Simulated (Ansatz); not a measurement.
# B2As: one candidate of a structure search, part 1 of 2

Where does this trial cell of B2As go when cell and atoms are let free?

Program: Ansatz 0.2.0. Level of theory: DFT PBE, scalar-relativistic, plane waves, PAW. These are calculated values, not measurements.

**1. The starting structure**

The structure is monoclinic, space group C2/m (No. 12). The conventional cell has a = 5.232 Å, b = 2.948 Å, c = 3.649 Å, α = 90.00°, β = 91.70°, γ = 90.00°. B (site symmetry m) has 3 As at 2.05 to 2.08 Å and 2 B at 2.10 Å as nearest neighbours. Around As (site symmetry 2/m) lie 6 B at 2.05 to 2.08 Å.

Cell or atoms stand a little off a more symmetric structure (P-3m1 at a tolerance of 0.3 Å), so results at this geometry aren't those of that ideal crystal.

Structure file:

```
CELL_PARAMETERS angstrom
2.61597 -1.47402 0.00000
2.61597 1.47402 0.00000
-0.10844 0.00000 3.64732
ATOMIC_POSITIONS crystal
B 0.31769 0.31769 0.68403
B 0.68231 0.68231 0.31597
As 0.00000 0.00000 0.00000
```

A structure generator made this guess: 5-, 6-connected net, elements by coordination (C2/m, No. 12). The dimensions are guesses.

**2. Probe: one point on a coarse mesh**

Contents of input.yaml:

```yaml
crystal:
  lattice:
    - [2.61597443, -1.47402193, 0.0]
    - [2.61597443, 1.47402193, 0.0]
    - [-0.10843693, 0.0, 3.64731967]
  atoms:
    - { symbol: B, position: [0.317687, 0.317687, 0.68403202] }
    - { symbol: B, position: [0.682313, 0.682313, 0.31596798] }
    - { symbol: As, position: [0.0, 0.0, 0.0] }
basis:
  ecutwfc: 420
kpoints:
  mp_grid: { grid: [6, 6, 6] }
hamiltonian:
  xc: pbe
scf:
  occupations: { method: gaussian, width: 0.1 }
  lower_state_search: "off"
output:
  forces: true
  stress: true
  eigenvalues: true
```

Started as:

```bash
$ ansatz run input.yaml --threads 1 --pin off --max-ram 2560MiB --backend cpu --events-out ev --progress --plain --runs-dir out
```

Standard output, shortened:

```text
[...]
SCF converged after 7 iterations
Free energy (F): -5163.913065 eV
[...]
E sigma→0 (E₀):  -5163.910427 eV
Entropy (-TS):   -0.005276 eV (-1.759 meV/atom)
Fermi energy:    14.244049 eV
[...]
--- Forces (eV/Å), atoms counted from 1 ---
  atom   1  B     -0.46086259     0.00000000    -3.38385836
  atom   2  B      0.46086259     0.00000000     3.38385836
  atom   3  As     0.00000000     0.00000000     0.00000000
[...]
--- Stress (GPa, compression-positive) ---
       34.668584       0.000000      -3.774036
        0.000000      25.442046       0.000000
       -3.774037       0.000000      18.940714
  P = ⅓ Tr σ = 26.3504 GPa (263.504 kbar)
--- Band table (eV; the first three rows and the last of 68) ---
  k-point 0: bands = ["-22.0513", "-22.0422", "-22.0143", "-21.9996", "-21.9879", "-3.3610", "7.2765", "7.9323", "14.1930", "15.0243", "15.4757", "15.7234", "21.1002", "21.9955", "22.7896"]
[...]
```

Wall time 1.7 s (1 thread of Arm Neoverse V2, shared host); peak memory 0.3 GiB.

Read-out: pressure 26.4 GPa, largest force 3.42 eV/Å, gap on this mesh none (metal). A cheap, loose relaxation comes first.

**3. A loose first relaxation**

input.yaml: that of step 2 with these lines changed.

```diff
@@ -22 +22,6 @@
   eigenvalues: true
+relax:
+  adjacent_minimum: "off"
+  f_tol: 0.04
+  max_steps: 70
+  cell: { stress_tol: 0.4 }
```

Started as:

```bash
$ ansatz run input.yaml --threads 1 --pin off --max-ram 2560MiB --backend cpu --events-out ev --progress --plain --runs-dir out
```

Standard output:

```text
Warning: RAYON_NUM_THREADS=1 ignored (pool sized by the plan → 1); use --threads N
Engine: ansatz 0.2.0, aarch64-unknown-linux-gnu
Pseudopotentials: kind: paw
Pseudopotential: B, paw, valence charge 3, recommended cutoff 420 eV (normal), B.paw.azcp
Pseudopotential: As, paw, valence charge 15, recommended cutoff 420 eV (normal), As.paw.azcp
Functional definition: PBE
  parameter kappa = 0.804
  parameter beta = 0.06672455060314922
  exchange = pbe_x(kappa = kappa, mu = beta*pi^2/3)
  correlation = pbe_c(beta = beta)
Crystal: 3 atoms, lattice volume = 28.128 Å³
Basis set: ecut = 420 eV, 529 PW (Γ), exchange–correlation on 48×48×50 points (8 copies of the dense FFT grid, shifted against one another)
Bands: 15, of which v1, the nominal top of the filled ones, is band 11 counted from 1 (10 counted from 0)
Symmetry: 4 space group operations
Space group: C2/m (ITA 12), of the structure as read, at distance tolerance 3.0e-5 Å
k-points: 68 of 216
Non-local potential: B, projectors of the file, l = 0: 2, l = 1: 2, l = 2: 1
Non-local potential: As, projectors of the file, l = 0: 2, l = 1: 2, l = 2: 3, l = 3: 1
PAW form: soft (Blöchl's): semilocal exchange-correlation on the pseudo side does not see the compensation charge
PAW one-centre angular grid: B, 110 points (default); XC on 64 Gauss nodes
PAW one-centre angular grid: As, 590 points (default); XC on 64 Gauss nodes
Initial density: superposition of atomic densities (neutral atoms: chi_scale 0, normalization atom), corrected by the library's trained network
Initial wavefunctions: pseudopotential atomic-orbital guess
Functional: x = pbe(κ = 0.804, μ = 0.2195149727645171), c = pbe(β = 0.06672455060314922)
SCF iter   1: F=—  HF=-5163.914428 eV  |F-HF|=—  |Δ(HF+E_count)|=         —  Δρ=3.85e-3  dr2=6.15e-3  ethr=1.77e-3  ⟨swp⟩=5.0  Hψ=5329  notcnv=0
preconditioner: auto → none  [metal: Δε(μ)=0.031 eV  Ē_g=12.017 eV  σ=0.100 eV  W_gap=0.17  n_scr=8 (ndim 8)  ℏωp=23.2 eV  f_vac=0.000  D(μ)=1.09/eV (n_scr^D=8)  sad-step TF]
SCF iter   2: F=—  HF=-5163.913774 eV  |F-HF|=—  |Δ(HF+E_count)|=   6.55e-4  Δρ=2.53e-3  dr2=3.02e-3  ethr=2.93e-5  ⟨swp⟩=1.0  Hψ=1569  notcnv=0
SCF iter   3: F=—  HF=-5163.913237 eV  |F-HF|=—  |Δ(HF+E_count)|=   5.37e-4  Δρ=5.69e-4  dr2=6.86e-5  ethr=1.44e-5  ⟨swp⟩=2.9  Hψ=1691  notcnv=0
SCF iter   4: F=—  HF=-5163.913065 eV  |F-HF|=—  |Δ(HF+E_count)|=   1.72e-4  Δρ=2.20e-4  dr2=6.47e-6  ethr=3.27e-7  ⟨swp⟩=2.0  Hψ=1693  notcnv=0
SCF iter   5: F=—  HF=-5163.913067 eV  |F-HF|=—  |Δ(HF+E_count)|=   1.94e-6  Δρ=6.27e-5  dr2=9.11e-7  ethr=3.08e-8  ⟨swp⟩=2.0  Hψ=1705  notcnv=0
SCF iter   6: F=—  HF=-5163.913065 eV  |F-HF|=—  |Δ(HF+E_count)|=   1.66e-6  Δρ=1.40e-5  dr2=5.39e-8  ethr=4.76e-10  ⟨swp⟩=4.1  Hψ=4665  notcnv=0
SCF iter   7: F=-5163.913065 eV  HF=-5163.913065 eV  |F-HF|=2.19e-9  |Δ(HF+E_count)|=   7.41e-8  Δρ=1.73e-6  dr2=6.99e-10  ethr=2.57e-10  ⟨swp⟩=4.2  Hψ=3565  notcnv=0
SCF 1 converged in 7 iterations: F = -5163.913065 eV  dr2 = 6.99e-10
relax step   1: F+E_penalty+E_count = -5163.91306496 eV  Δ(F+E_penalty+E_count) = +0.000e0 eV  max|allowed force component| = 3.384e0 eV/Å  Δτ_max = 0.0000 Å  P = +26.350 GPa  Ω = 28.128 Å³  (7 SCF iters, dr2 threshold 1.00e-7 eV, accepted)
Crystal: 3 atoms, lattice volume = 29.266 Å³
Basis set: ecut = 420 eV, 557 PW (Γ), exchange–correlation on 48×48×50 points (8 copies of the dense FFT grid, shifted against one another)
Initial density: handed on by an earlier stage of this run
Initial wavefunctions: those handed on with the density
iter 1 solved again at ethr=6.19e-4 eV; its pass at ethr=3.10e-3 eV (dr2=1.30e-1 eV) is discarded
SCF iter   1: F=—  HF=-5164.678939 eV  |F-HF|=—  |Δ(HF+E_count)|=         —  Δρ=1.78e-2  dr2=1.30e-1  ethr=6.19e-4  ⟨swp⟩=1.0  Hψ=6911  notcnv=0
preconditioner: auto → none  [metal: Δε(μ)=0.073 eV  Ē_g=11.707 eV  σ=0.100 eV  W_gap=0.38  n_scr=8 (ndim 8)  ℏωp=22.8 eV  f_vac=0.000  D(μ)=1.18/eV (n_scr^D=8)]
SCF iter   2: F=—  HF=-5164.643317 eV  |F-HF|=—  |Δ(HF+E_count)|=   3.56e-2  Δρ=5.71e-3  dr2=6.34e-3  ethr=6.19e-4  ⟨swp⟩=2.2  Hψ=1527  notcnv=0  defer=1
SCF iter   3: F=—  HF=-5164.643058 eV  |F-HF|=—  |Δ(HF+E_count)|=   2.58e-4  Δρ=1.88e-3  dr2=4.74e-4  ethr=3.02e-5  ⟨swp⟩=2.0  Hψ=1589  notcnv=0  defer=1
SCF iter   4: F=—  HF=-5164.643231 eV  |F-HF|=—  |Δ(HF+E_count)|=   1.73e-4  Δρ=2.66e-4  dr2=1.01e-5  ethr=2.26e-6  ⟨swp⟩=2.2  Hψ=1528  notcnv=0  defer=1
SCF iter   5: F=—  HF=-5164.643234 eV  |F-HF|=—  |Δ(HF+E_count)|=   3.27e-6  Δρ=8.68e-5  dr2=9.71e-7  ethr=4.83e-8  ⟨swp⟩=2.0  Hψ=1727  notcnv=0  defer=1
SCF iter   6: F=-5164.643235 eV  HF=-5164.643235 eV  |F-HF|=1.67e-8  |Δ(HF+E_count)|=   6.90e-7  Δρ=1.21e-5  dr2=1.70e-8  ethr=1.43e-9  ⟨swp⟩=6.1  Hψ=5187  notcnv=0
SCF 2 converged in 6 iterations: F = -5164.643235 eV  dr2 = 1.70e-8
relax step   2: F+E_penalty+E_count = -5164.64323487 eV  Δ(F+E_penalty+E_count) = -7.302e-1 eV  max|allowed force component| = 2.306e0 eV/Å  Δτ_max = 0.0981 Å  P = +9.499 GPa  Ω = 29.266 Å³  energy of the carried Pulay correction = -1.236e-3 eV  (6 SCF iters, dr2 threshold 3.00e-7 eV, accepted)
Crystal: 3 atoms, lattice volume = 29.248 Å³
Basis set: ecut = 420 eV, 573 PW (Γ), exchange–correlation on 48×48×50 points (8 copies of the dense FFT grid, shifted against one another)
SCF iter   1: F=—  HF=-5165.619553 eV  |F-HF|=—  |Δ(HF+E_count)|=         —  Δρ=4.33e-2  dr2=7.91e-1  ethr=3.10e-3  ⟨swp⟩=5.5  Hψ=5721  notcnv=0
preconditioner: auto → none  [metal: Δε(μ)=0.017 eV  Ē_g=11.663 eV  σ=0.100 eV  W_gap=0.09  n_scr=8 (ndim 8)  ℏωp=22.8 eV  f_vac=0.000  D(μ)=1.22/eV (n_scr^D=8)]
SCF iter   2: F=—  HF=-5165.391757 eV  |F-HF|=—  |Δ(HF+E_count)|=   2.28e-1  Δρ=1.67e-2  dr2=1.03e-1  ethr=3.10e-3  ⟨swp⟩=2.0  Hψ=1845  notcnv=0  defer=24
SCF iter   3: F=—  HF=-5165.362403 eV  |F-HF|=—  |Δ(HF+E_count)|=   2.94e-2  Δρ=2.35e-3  dr2=1.35e-3  ethr=4.89e-4  ⟨swp⟩=2.1  Hψ=1576  notcnv=0  defer=24
SCF iter   4: F=—  HF=-5165.361934 eV  |F-HF|=—  |Δ(HF+E_count)|=   4.68e-4  Δρ=7.45e-4  dr2=6.97e-5  ethr=6.42e-6  ⟨swp⟩=2.0  Hψ=1804  notcnv=0  defer=24
SCF iter   5: F=—  HF=-5165.361883 eV  |F-HF|=—  |Δ(HF+E_count)|=   5.11e-5  Δρ=2.98e-4  dr2=9.34e-6  ethr=3.32e-7  ⟨swp⟩=2.0  Hψ=1730  notcnv=0  defer=24
SCF iter   6: F=—  HF=-5165.361893 eV  |F-HF|=—  |Δ(HF+E_count)|=   9.39e-6  Δρ=3.57e-5  dr2=1.32e-7  ethr=1.43e-9  ⟨swp⟩=6.4  Hψ=6352  notcnv=0
SCF iter   7: F=-5165.361893 eV  HF=-5165.361893 eV  |F-HF|=8.66e-10  |Δ(HF+E_count)|=   5.07e-8  Δρ=4.77e-6  dr2=2.35e-9  ethr=6.28e-10  ⟨swp⟩=5.9  Hψ=4909  notcnv=0
SCF 3 converged in 7 iterations: F = -5165.361893 eV  dr2 = 2.35e-9
relax step   3: F+E_penalty+E_count = -5165.36189269 eV  Δ(F+E_penalty+E_count) = -7.187e-1 eV  max|allowed force component| = 1.070e0 eV/Å  Δτ_max = 0.1949 Å  P = +10.974 GPa  Ω = 29.248 Å³  energy of the carried Pulay correction = -1.218e-3 eV  (7 SCF iters, dr2 threshold 3.00e-7 eV, accepted)
[... from here on, the SCF cycles and remarks between the steps are left out ...]
relax step   4: F+E_penalty+E_count = -5165.69922383 eV  Δ(F+E_penalty+E_count) = -3.373e-1 eV  max|allowed force component| = 9.122e-1 eV/Å  Δτ_max = 0.1151 Å  P = +7.568 GPa  Ω = 30.916 Å³  energy of the carried Pulay correction = -2.945e-3 eV  (6 SCF iters, dr2 threshold 3.00e-7 eV, accepted)
relax step   5: F+E_penalty+E_count = -5166.00106087 eV  Δ(F+E_penalty+E_count) = -3.018e-1 eV  max|allowed force component| = 5.686e-1 eV/Å  Δτ_max = 0.1275 Å  P = -3.101 GPa  Ω = 33.307 Å³  energy of the carried Pulay correction = -5.259e-3 eV  (6 SCF iters, dr2 threshold 3.00e-7 eV, accepted)
relax step   6: F+E_penalty+E_count = -5166.06792782 eV  Δ(F+E_penalty+E_count) = -6.687e-2 eV  max|allowed force component| = 6.402e-1 eV/Å  Δτ_max = 0.1280 Å  P = -3.877 GPa  Ω = 33.791 Å³  energy of the carried Pulay correction = -5.706e-3 eV  (6 SCF iters, dr2 threshold 3.00e-7 eV, accepted)
relax step   7: F+E_penalty+E_count = -5166.23184451 eV  Δ(F+E_penalty+E_count) = -1.639e-1 eV  max|allowed force component| = 6.040e-1 eV/Å  Δτ_max = 0.0780 Å  P = +2.143 GPa  Ω = 33.648 Å³  energy of the carried Pulay correction = -5.575e-3 eV  (6 SCF iters, dr2 threshold 3.00e-7 eV, accepted)
relax step   8: F+E_penalty+E_count = -5166.30337448 eV  Δ(F+E_penalty+E_count) = -7.153e-2 eV  max|allowed force component| = 3.459e-1 eV/Å  Δτ_max = 0.0587 Å  P = +3.841 GPa  Ω = 34.279 Å³  energy of the carried Pulay correction = -6.150e-3 eV  (6 SCF iters, dr2 threshold 3.00e-7 eV, accepted)
relax step   9: F+E_penalty+E_count = -5166.34383715 eV  Δ(F+E_penalty+E_count) = -4.046e-2 eV  max|allowed force component| = 2.116e-2 eV/Å  Δτ_max = 0.1165 Å  P = -0.456 GPa  Ω = 35.485 Å³  energy of the carried Pulay correction = -7.217e-3 eV  (6 SCF iters, dr2 threshold 3.00e-7 eV, accepted)
relax step  10: F+E_penalty+E_count = -5166.33680511 eV  Δ(F+E_penalty+E_count) = +7.032e-3 eV  max|allowed force component| = 3.871e-1 eV/Å  Δτ_max = 0.0229 Å  P = +0.288 GPa  Ω = 35.337 Å³  energy of the carried Pulay correction = -7.088e-3 eV  (6 SCF iters, dr2 threshold 3.00e-7 eV, rejected (line search))
relax step  11: F+E_penalty+E_count = -5166.35185181 eV  Δ(F+E_penalty+E_count) = -8.015e-3 eV  max|allowed force component| = 3.478e-2 eV/Å  Δτ_max = 0.0047 Å  P = -0.064 GPa  Ω = 35.322 Å³  energy of the carried Pulay correction = -7.076e-3 eV  (6 SCF iters, accepted)
relax step  12: F+E_penalty+E_count = -5166.35282855 eV  Δ(F+E_penalty+E_count) = -9.767e-4 eV  max|allowed force component| = 1.720e-2 eV/Å  Δτ_max = 0.0257 Å  P = -0.152 GPa  Ω = 35.265 Å³  energy of the carried Pulay correction = -7.026e-3 eV  (6 SCF iters, dr2 threshold 3.00e-7 eV, accepted)
relax step  13: F+E_penalty+E_count = -5166.35335412 eV  Δ(F+E_penalty+E_count) = -5.256e-4 eV  max|allowed force component| = 1.196e-2 eV/Å  Δτ_max = 0.0069 Å  P = +0.035 GPa  Ω = 35.235 Å³  energy of the carried Pulay correction = -6.999e-3 eV  (6 SCF iters, dr2 threshold 3.00e-7 eV, accepted)
relax step  14: F+E_penalty+E_count = -5166.44512519 eV  Δ(F+E_penalty+E_count) = -9.177e-2 eV  max|allowed force component| = 9.314e-3 eV/Å  Δτ_max = 0.0000 Å  P = +2.399 GPa  Ω = 35.235 Å³  stress off target by 6.02e0 GPa  SCF on the basis re-selected at this cell (its energy is not comparable with the rows above)  (6 SCF iters)
relax step  15: F+E_penalty+E_count = -5166.46949558 eV  Δ(F+E_penalty+E_count) = -2.437e-2 eV  max|allowed force component| = 8.589e-2 eV/Å  Δτ_max = 0.0449 Å  P = +0.306 GPa  Ω = 36.042 Å³  energy of the carried Pulay correction = -7.731e-4 eV  (6 SCF iters, dr2 threshold 3.00e-7 eV, accepted)
relax step  16: F+E_penalty+E_count = -5166.47222720 eV  Δ(F+E_penalty+E_count) = -2.732e-3 eV  max|allowed force component| = 8.149e-3 eV/Å  Δτ_max = 0.0062 Å  P = +0.099 GPa  Ω = 36.211 Å³  energy of the carried Pulay correction = -9.613e-4 eV  (6 SCF iters, dr2 threshold 3.00e-7 eV, accepted)
relax step  17: F+E_penalty+E_count = -5166.47255930 eV  Δ(F+E_penalty+E_count) = -3.321e-4 eV  max|allowed force component| = 1.231e-2 eV/Å  Δτ_max = 0.0094 Å  P = -0.042 GPa  Ω = 36.302 Å³  energy of the carried Pulay correction = -1.058e-3 eV  (6 SCF iters, dr2 threshold 3.00e-7 eV, accepted)
Basis set: ecut = 420 eV, 707 PW (Γ), exchange–correlation on 54×54×48 points (8 copies of the dense FFT grid, shifted against one another)
iter 1 solved again at ethr=9.72e-8 eV; its pass at ethr=3.10e-3 eV (dr2=2.04e-5 eV) is discarded
SCF iter   1: F=—  HF=-5166.474012 eV  |F-HF|=—  |Δ(HF+E_count)|=         —  Δρ=1.20e-4  dr2=5.51e-7  ethr=9.72e-8  ⟨swp⟩=3.4  Hψ=7647  notcnv=0
preconditioner: auto → none  [metal: Δε(μ)=0.064 eV  Ē_g=10.795 eV  σ=0.100 eV  W_gap=0.34  n_scr=8 (ndim 8)  ℏωp=20.4 eV  f_vac=0.000  D(μ)=0.62/eV (n_scr^D=0)]
SCF iter   2: F=—  HF=-5166.474023 eV  |F-HF|=—  |Δ(HF+E_count)|=   1.12e-5  Δρ=6.22e-5  dr2=1.42e-7  ethr=2.62e-9  ⟨swp⟩=2.7  Hψ=1697  notcnv=0
SCF iter   3: F=—  HF=-5166.474026 eV  |F-HF|=—  |Δ(HF+E_count)|=   2.08e-6  Δρ=8.31e-6  dr2=3.35e-9  ethr=6.78e-10  ⟨swp⟩=2.0  Hψ=1392  notcnv=0
iter 4 did not close the SCF: its close was put off for the readings that it lacked (scf_convergence_deferred on its scf_iter line)
SCF iter   4: F=-5166.474026 eV  HF=-5166.474026 eV  |F-HF|=2.27e-11  |Δ(HF+E_count)|=   3.19e-8  Δρ=7.94e-7  dr2=1.21e-10  ethr=1.59e-11  ⟨swp⟩=2.0  Hψ=1732  notcnv=0
iter 5 did not close the SCF: its close was put off for the readings that it lacked (scf_convergence_deferred on its scf_iter line)
SCF iter   5: F=-5166.474026 eV  HF=-5166.474026 eV  |F-HF|=1.82e-12  |Δ(HF+E_count)|=  7.55e-11  Δρ=1.19e-7  dr2=2.11e-12  ethr=1.00e-12  ⟨swp⟩=3.0  Hψ=1797  notcnv=0
SCF iter   6: F=-5166.474026 eV  HF=-5166.474026 eV  |F-HF|=9.09e-13  |Δ(HF+E_count)|=  1.82e-12  Δρ=1.95e-8  dr2=5.97e-14  ethr=1.00e-12  ⟨swp⟩=1.0  Hψ=2313  notcnv=0
SCF 18 converged in 6 iterations: F = -5166.474026 eV  dr2 = 5.97e-14
relax step  18: F+E_penalty+E_count = -5166.47402561 eV  Δ(F+E_penalty+E_count) = -1.466e-3 eV  max|allowed force component| = 1.217e-2 eV/Å  Δτ_max = 0.0000 Å  P = -0.036 GPa  Ω = 36.302 Å³  stress off target by 2.97e-1 GPa  SCF on the basis re-selected at this cell (its energy is not comparable with the rows above)  (6 SCF iters)
basis re-selected at this cell: Δ(F+E_penalty+E_count) = -1.466e-3 eV, ΔP = +0.007 GPa vs the last step (what re-selecting the basis moved, of the pressure what is left beyond the Pulay correction that the steps carried, after the strain that the cell walked since its last selection, with what the two solves' SCF thresholds leave and, on support functions, any second-order correction that the steps lacked; it is no measure of the basis error at this ecutwfc). The dense FFT grid was sized anew with the basis: this SCF ran on 27×27×24 points, the steps before it on 25×25×24, so part of this shift can come from that change (see relax.cell in the input reference). This SCF's stress stands 2.97e-1 GPa from its target on what of the cell is left free (relax.cell.stress_tol is 4.00e-1 GPa) and its largest allowed force component is 1.22e-2 eV/Å (relax.f_tol is 4.00e-2 eV/Å): within both
SCF converged after 6 iterations
Free energy (F): -5166.474026 eV
Harris-Foulkes:  -5166.474026 eV  (|F-HF|=9.09e-13)
Internal energy: -5166.470920 eV  (E = F + TS)
E sigma→0 (E₀):  -5166.472473 eV
Entropy (-TS):   -0.003106 eV (-1.035 meV/atom)
Fermi energy:    9.850728 eV
--- Per-component energies (eV) ---
  E_band       = -219.273160
  E_kinetic    = 195.279466
  E_local      = -1789.162896  (includes V_loc(G=0)·N_el)
  E_nonlocal   = -644.635315
  E_hartree    = 973.515796
  E_xc         = -141.895713
  E_vxc        = -153.480013  (∫ρ·V_xc dr)
  E_paw        = -1992.965958  (= ΣΔE_a)
  E_vpaw       = 225.694010  (= ΣTr[D̂ρ^β])
  E_aug_tail   = 0.000001  (compensation charges beyond the density's cutoff)
  E_ewald      = -1766.606300
  E_smearing   = -0.003106  (= −TS)
  E_closure    = -0.000000  (closes the sum)
  Σ components = -5166.474026   (vs F -5166.474026, Δ=0.00e0)
--- Forces (eV/Å), atoms counted from 1 ---
  atom   1  B     -0.01217091    -0.00000000     0.00644243
  atom   2  B      0.01217091     0.00000000    -0.00644243
  atom   3  As    -0.00000000     0.00000000     0.00000000
  max |Σ_I F_I| component: 6.31e-30 eV/Å
--- Stress (GPa, compression-positive) ---
        0.173676       0.000000       0.001009
        0.000000       0.016556       0.000000
        0.001008       0.000000      -0.296852
  P = ⅓ Tr σ = -0.0355 GPa (-0.355 kbar)
--- Band table (eV; the first three rows and the last of 68) ---
  k-point 0: bands = ["-26.2355", "-26.2010", "-26.1561", "-26.1259", "-26.1197", "-4.8134", "4.3589", "5.3251", "6.2034", "7.8842", "11.9185", "12.5023", "14.6243", "16.2237", "16.3261"]
  k-point 1: bands = ["-26.2347", "-26.2012", "-26.1564", "-26.1266", "-26.1179", "-4.5026", "2.7044", "5.8946", "6.6849", "7.9497", "12.5815", "12.7474", "13.2091", "15.3328", "17.2329"]
  k-point 2: bands = ["-26.2333", "-26.2017", "-26.1569", "-26.1282", "-26.1142", "-3.5989", "0.3444", "6.9048", "7.5636", "8.0865", "10.5476", "11.6032", "13.3495", "17.8654", "17.9629"]
  k-point 67: bands = ["-26.2326", "-26.2013", "-26.1566", "-26.1304", "-26.1100", "-1.3025", "0.8491", "1.8446", "2.8974", "7.8350", "12.9626", "15.9599", "16.3244", "16.5477", "18.3734"]
--- Relaxed structure (16 steps of the walk, 15 accepted, 2 SCFs on fresh bases) ---
  F+E_penalty+E_count = -5166.47402561 eV   max|allowed force component| = 1.217e-2 eV/Å   (the final SCF, on the basis selected at the relaxed cell)
  cell:  # Å, volume = 36.3024 Å³
    - [3.513841604905059, -1.5155017093182077, 0.09151869809969757]
    - [3.513841604905059, 1.5155017093182077, 0.09151869809969757]
    - [-0.018055317303066698, 0.0, 3.4080606725751053]
  atoms:
    - { symbol: B, position: [0.20510967704726585, 0.20510967704726585, 0.5195136728287045] }
    - { symbol: B, position: [0.7948903229527343, 0.7948903229527343, 0.48048632717129536] }
    - { symbol: As, position: [1.0854966414370462e-18, 1.0854966414370462e-18, -9.512319362875078e-19] }
```

Wall time 33 s (1 thread of Arm Neoverse V2, shared host); peak memory 0.33 GiB.

Step by step:

```csv
step,E - E(step 1) (eV/cell),largest force component (eV/Å),pressure (GPa),volume (Å³)
1,0.0000,3.3839,26.35,28.13
2,-0.7302,2.3063,9.50,29.27
3,-1.4488,1.0704,10.97,29.25
4,-1.7862,0.9122,7.57,30.92
5,-2.0880,0.5686,-3.10,33.31
6,-2.1549,0.6402,-3.88,33.79
7,-2.3188,0.6040,2.14,33.65
8,-2.3903,0.3459,3.84,34.28
9,-2.4308,0.0212,-0.46,35.48
10,-2.4237,0.3871,0.29,35.34
11,-2.4388,0.0348,-0.06,35.32
12,-2.4398,0.0172,-0.15,35.26
13,-2.4403,0.0120,0.04,35.23
14,-2.5321,0.0093,2.40,35.23
15,-2.5564,0.0859,0.31,36.04
16,-2.5592,0.0081,0.10,36.21
17,-2.5595,0.0123,-0.04,36.30
18,-2.5610,0.0122,-0.04,36.30
```

Step 1 is the start. Steps 14, 18 each repeat the geometry before them on a plane-wave basis chosen anew, so the energy can jump there without any move. Step 10 was tried and not accepted.

Lengths and angles in the start's conventional setting:

|  | before | after | change |
| --- | --- | --- | --- |
| a (Å) | 5.232 | 7.030 | +34.4 % |
| b (Å) | 2.948 | 3.031 | +2.8 % |
| c (Å) | 3.649 | 3.408 | -6.6 % |
| β (°) | 91.70 | 88.81 | -3.2 % |
| volume (Å³/atom) | 9.38 | 12.10 | +29.1 % |
| shortest distance (Å) | 2.051 | 1.646 | -19.7 % |
| space group (0.01 Å) | C2/m | C2/m | same |

Forces and stress were held to the start's 4 operations: a distortion of lower symmetry was not tested.

(Continued in part 2 of 2.)
